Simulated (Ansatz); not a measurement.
# RbCl (Fm-3m) in Ansatz: a series of runs

Aim: see how the results for RbCl move with the level of theory and the settings. Levels: PBEsol, HSE06, PBE0. Tasks: single point.

Everything below comes from runs of Ansatz 0.2.0. Logs are shortened: lines on timing, memory, paths and dates and some standing lists are left out, and cuts for length are marked.

**1. Starting point**

Symmetry: Fm-3m, No. 225, cubic system. The conventional cell has a = 6.548 Å, b = 6.548 Å, c = 6.548 Å, α = 90.00°, β = 90.00°, γ = 90.00°. Rb (site symmetry m-3m) has 6 Cl at 3.27 Å as nearest neighbours. Cl (site symmetry m-3m) has 6 Rb at 3.27 Å as nearest neighbours.

**2. Single point, PBEsol**

input.yaml reads:

```yaml
crystal:
  lattice:
    - [0.0, 3.274, 3.274]
    - [3.274, 0.0, 3.274]
    - [3.274, 3.274, 0.0]
  atoms:
    - { symbol: Rb, position: [0.0, 0.0, 0.0] }
    - { symbol: Cl, position: [0.5, 0.5, 0.5] }
kpoints:
  mp_grid: { grid: [6, 6, 6] }
scf:
  occupations: { method: fermi_dirac, width: 0.05 }
hamiltonian:
  xc: pbesol
  pseudopotentials: { kind: all_electron, datasets: crystal }
output:
  forces: true
  stress: true
  eigenvalues: true
```

Potentials or basis: all-electron PAW datasets made for the crystal.

Started as:

```
> ansatz run input.yaml --threads 2 --pin off --max-ram 8192MiB --backend cpu --events-out ev --progress --plain --runs-dir out
```

The program printed:

```text
Warning: RAYON_NUM_THREADS=2 ignored (pool sized by the plan → 2); use --threads N
hamiltonian.pseudopotentials.datasets: crystal makes datasets for this crystal and solves the spheres of its atoms anew in each pass: cutoff 220.0 eV, the density's 880.0 eV; for an error of 0.50 meV an atom under PBE, 1.0 meV for the cell; an energy difference from a run of another recipe may be off by several times the error for the cell, under r2SCAN by more, where some 0.1 meV an atom stays at smaller errors; Cl in spheres of 1.376 Å, 7 of its electrons in bands; Rb in spheres of 1.376 Å, 9 of its electrons in bands
Engine: ansatz 0.2.0, aarch64-unknown-linux-gnu
Pseudopotentials: kind: all_electron
Pseudopotential: Rb, paw, valence charge 9, recommended cutoff 220 eV (normal), crystal/all_electron/pbesol/scalar/gaussian/Rb, Koelling and Harmon's equation, gaussian nucleus
Pseudopotential: Cl, paw, valence charge 7, recommended cutoff 220 eV (normal), crystal/all_electron/pbesol/scalar/gaussian/Cl, Koelling and Harmon's equation, gaussian nucleus
Functional definition: PBEsol
  exchange = pbesol_x
  correlation = pbesol_c
Crystal: 2 atoms, lattice volume = 70.189 Å³
Basis set: ecut = 220 eV, 531 PW (Γ), exchange–correlation on 48×48×48 points (8 copies of the dense FFT grid, shifted against one another)
Bands: 12, of which v1, the nominal top of the filled ones, is band 8 counted from 1 (7 counted from 0)
Symmetry: 48 space group operations
Space group: Fm-3m (ITA 225), of the structure as read, at distance tolerance 4.1e-5 Å
k-points: 16 of 216
Non-local potential: Rb, projectors of the file, l = 0: 2, l = 1: 2, l = 2: 2
Non-local potential: Cl, projectors of the file, l = 0: 1, l = 1: 1
PAW form: soft (Blöchl's): semilocal exchange-correlation on the pseudo side does not see the compensation charge
PAW one-centre angular grid: Rb, 110 points (default); XC on its mesh's 1897 points in the sphere
PAW one-centre angular grid: Cl, 110 points (default); XC on its mesh's 1981 points in the sphere
Initial density: superposition of atomic densities (neutral atoms: chi_scale 0, normalization atom)
Initial wavefunctions: pseudopotential atomic-orbital guess
Functional: x = pbesol(κ = 0.804, μ = 0.12345679012345678), c = pbesol(β = 0.046)
iter 1 solved again at ethr=7.00e-3 eV; its pass at ethr=1.00e-1 eV (dr2=1.12e0 eV) is discarded
SCF iter   1: F=—  HF=-93615.842783 eV  |F-HF|=—  |Δ(HF+E_count)|=         —  Δρ=2.49e-2  dr2=1.13e0  ethr=7.00e-3  ⟨swp⟩=3.6  Hψ=1088  notcnv=0
preconditioner: auto → none  [insulator: Δε(μ)=5.661 eV  Ē_g=13.989 eV  σ=0.050 eV  W_gap=1.00  n_scr=14 (ndim 8)  ℏωp=16.6 eV  f_vac=0.000  D(μ)=0.00/eV (n_scr^D=0)  ε∞_Penn≈2.4]
iter 2 solved again at ethr=5.17e-4 eV; its pass at ethr=7.00e-3 eV (dr2=8.26e-2 eV) is discarded
SCF iter   2: F=—  HF=-93615.504787 eV  |F-HF|=—  |Δ(HF+E_count)|=   3.38e-1  Δρ=1.20e-2  dr2=8.30e-2  ethr=5.17e-4  ⟨swp⟩=2.5  Hψ=964  notcnv=0  defer=2
SCF iter   3: F=—  HF=-93615.503083 eV  |F-HF|=—  |Δ(HF+E_count)|=   1.70e-3  Δρ=4.40e-3  dr2=1.45e-2  ethr=5.17e-4  ⟨swp⟩=2.8  Hψ=403  notcnv=0  defer=1
SCF iter   4: F=—  HF=-93615.510970 eV  |F-HF|=—  |Δ(HF+E_count)|=   7.89e-3  Δρ=4.68e-4  dr2=2.54e-4  ethr=9.08e-5  ⟨swp⟩=3.4  Hψ=463  notcnv=0  defer=4
SCF iter   5: F=—  HF=-93615.511694 eV  |F-HF|=—  |Δ(HF+E_count)|=   7.25e-4  Δρ=1.46e-4  dr2=1.05e-5  ethr=1.59e-6  ⟨swp⟩=3.2  Hψ=499  notcnv=0  defer=3
SCF iter   6: F=—  HF=-93615.511741 eV  |F-HF|=—  |Δ(HF+E_count)|=   4.69e-5  Δρ=3.66e-5  dr2=3.67e-7  ethr=6.58e-8  ⟨swp⟩=3.2  Hψ=417  notcnv=0  defer=3
SCF iter   7: F=-93615.511743 eV  HF=-93615.511743 eV  |F-HF|=5.97e-10  |Δ(HF+E_count)|=   1.26e-6  Δρ=2.78e-6  dr2=1.09e-8  ethr=2.29e-9  ⟨swp⟩=3.0  Hψ=441  notcnv=0
SCF 1 converged in 7 iterations: F = -93615.511743 eV  dr2 = 1.09e-8
  Residual-converged pass: ⟨swp⟩=2.9  Hψ=370  notcnv=0  max |occ|·‖R‖ = 4.9e-6 eV (tolerance 5.3e-6 eV)  dr2=1.12e-8  dr2_onsite=2.64e-9  max |Δocc| = 0.0e0
SCF converged after 7 iterations
Free energy (F): -93615.511743 eV
Harris-Foulkes:  -93615.511743 eV  (|F-HF|=5.97e-10)
Internal energy: -93615.511743 eV  (E = F + TS)
E sigma→0 (E₀):  -93615.511743 eV
Past the cutoff: the bands carry plane waves up to 1.75 times it, of which those up to 1.5 times it add -0.000135 eV an atom, each by itself; the spheres take 0.000080 eV an atom off the energy for waves past 1.75 times it
By the cutoff:   a pressure is off by up to 0.004 GPa (1.2 times the spheres' own share and the shells' term, over an atom's volume, and 0.004 GPa: a bound that held against runs at twice the plane waves)
Past the cutoffs: a stress includes 0.0003 GPa for waves and charges beyond them, in addition to the slope of what the spheres take
In the spheres:  the bands' charges fall short by 2.2e-6 e at most (sound up to 1e-3)
Fermi energy:    4.523124 eV
--- Per-component energies (eV) ---
  E_band       = -89.410652
  E_kinetic    = 259.424140
  E_local      = -515.201419  (includes V_loc(G=0)·N_el)
  E_nonlocal   = 15.398105
  E_hartree    = 239.354820
  E_xc         = -148.484726
  E_vxc        = -193.142973  (∫ρ·V_xc dr)
  E_paw        = -93950.639613  (= ΣΔE_a)
  E_vpaw       = -1425.573321  (= ΣTr[D̂ρ^β])
  E_ewald      = -806.338818
  E_smearing   = -0.000000  (= −TS)
  E_closure    = 1290.975768  (closes the sum)
  Σ components = -93615.511743   (vs F -93615.511743, Δ=0.00e0)
  The terms above E_closure are by the made datasets' own strengths, without shells solved beside the bands.
--- Forces (eV/Å), atoms counted from 1 ---
  atom   1  Rb    -0.00000000     0.00000000    -0.00000000
  atom   2  Cl     0.00000000    -0.00000000    -0.00000000
  max |Σ_I F_I| component: 7.86e-30 eV/Å
--- Stress (GPa, compression-positive) ---
       -0.036205      -0.000000       0.000000
       -0.000000      -0.036205       0.000000
        0.000000      -0.000000      -0.036205
  P = ⅓ Tr σ = -0.0362 GPa (-0.362 kbar)
--- Band table (eV; the first three rows and the last of 16) ---
  k-point 0: bands = ["-21.8371", "-9.9783", "-5.8920", "-5.8920", "-5.8920", "2.0020", "2.0020", "2.0020", "6.8933", "9.9059"]
  k-point 1: bands = ["-21.8326", "-9.9957", "-5.8952", "-5.8952", "-5.8842", "1.7295", "1.9067", "1.9067", "7.5315", "9.7238"]
  k-point 2: bands = ["-21.8238", "-10.0303", "-5.9016", "-5.9016", "-5.8692", "1.2835", "1.7274", "1.7274", "8.8833", "9.7240"]
  k-point 15: bands = ["-21.8143", "-9.9545", "-6.1308", "-6.0452", "-5.9094", "1.6235", "1.7117", "1.8205", "8.7876", "10.4759"]
```

Run time: 1.1 s. Hardware: 2 threads of Arm Neoverse V2, shared host; peak memory 0.33 GiB.

What came out:

```
Free energy            : -93615.5117 eV
Pressure               : 0.0 GPa
Band gap on the k mesh : 4.89 eV, direct
```

Levels at points of the mesh, in eV from the valence-band top:
| k point | band 6 | band 7 | band 8 | band 9 | band 10 |
| --- | --- | --- | --- | --- | --- |
| (0.00, 0.00, 0.00) | 0.00 | 0.00 | 0.00 | 4.89 | 7.90 |
| (0.00, 0.00, -0.50) | -0.91 | -0.36 | -0.36 | 7.64 | 7.92 |
| (0.00, -0.50, -0.50) | -0.33 | -0.10 | -0.10 | 6.07 | 8.01 |

As with any semilocal functional, this PBEsol gap is likely too small.

**3. Single point, HSE06**

input.yaml, as its differences from that of step 2:

```diff
@@ -13,3 +13,3 @@
 hamiltonian:
-  xc: pbesol
+  xc: hse06
   pseudopotentials: { kind: all_electron, datasets: crystal }
@@ -18,2 +18 @@
   stress: true
-  eigenvalues: true
```

Potentials or basis: all-electron PAW datasets made for the crystal.

Started as:

```
> ansatz run input.yaml --threads 2 --pin off --max-ram 8192MiB --backend cpu --events-out ev --progress --plain --runs-dir out
```

Wall time 38 s (2 threads of Arm Neoverse V2, shared host); peak memory 0.77 GiB.

It converged, with:

```yaml
Free_energy: -93686.4414 eV
Pressure: 0.9 GPa
Band_gap_on_the_k_mesh: 6.35 eV, direct
```

Levels at points of the mesh, in eV from the valence-band top:
```tsv
k point	band 6	band 7	band 8	band 9	band 10
(0.00, 0.00, 0.00)	0.00	0.00	0.00	6.35	9.42
(0.00, 0.00, -0.50)	-0.91	-0.36	-0.36	9.10	9.43
(0.00, -0.50, -0.50)	-0.33	-0.11	-0.11	7.49	9.59
```

**4. Single point, PBE0**

input.yaml, as its differences from that of step 3:

```diff
@@ -13,3 +13,3 @@
 hamiltonian:
-  xc: hse06
+  xc: pbe0
   pseudopotentials: { kind: all_electron, datasets: crystal }
```

Started as:

```
> ansatz run input.yaml --threads 2 --pin off --max-ram 8192MiB --backend cpu --events-out ev --progress --plain --runs-dir out
```

Wall time 38 s (2 threads of Arm Neoverse V2, shared host); peak memory 0.77 GiB.

It converged, with:

```
Free energy            : -93686.4978 eV
Pressure               : 0.8 GPa
Band gap on the k mesh : 7.09 eV, direct
```

Levels at points of the mesh, in eV from the valence-band top:
```tsv
k point	band 4	band 5	band 6	band 7	band 8	band 9	band 10
(0.00, 0.00, 0.00)	-8.35	-8.35	0.00	0.00	0.00	7.09	10.19
(0.00, 0.00, -0.50)	-8.36	-8.32	-0.93	-0.37	-0.37	9.85	10.20
(0.00, -0.50, -0.50)	-8.47	-8.47	-0.34	-0.11	-0.11	8.25	10.35
```

**5. Summary**

```csv
level,cutoff (eV),gap on the mesh (eV),pressure (GPa)
PBEsol,220,4.89,0.0
HSE06,250,6.35,0.9
PBE0,250,7.09,0.8
```

Alike in all rows: task single point; potentials or basis all-electron PAW datasets made for the crystal; no spin polarisation; cell as given; k mesh 6 × 6 × 6; smearing fermi-dirac 0.05 eV.

On the cell as given the gap runs from 4.89 eV (PBEsol) to 7.09 eV (PBE0). The pressure there spans 0.0 GPa (PBEsol) to 0.9 GPa (HSE06); a positive pressure means that this level wants a larger cell, a negative one a smaller.

Compare energies only between runs with the same functional and basis.
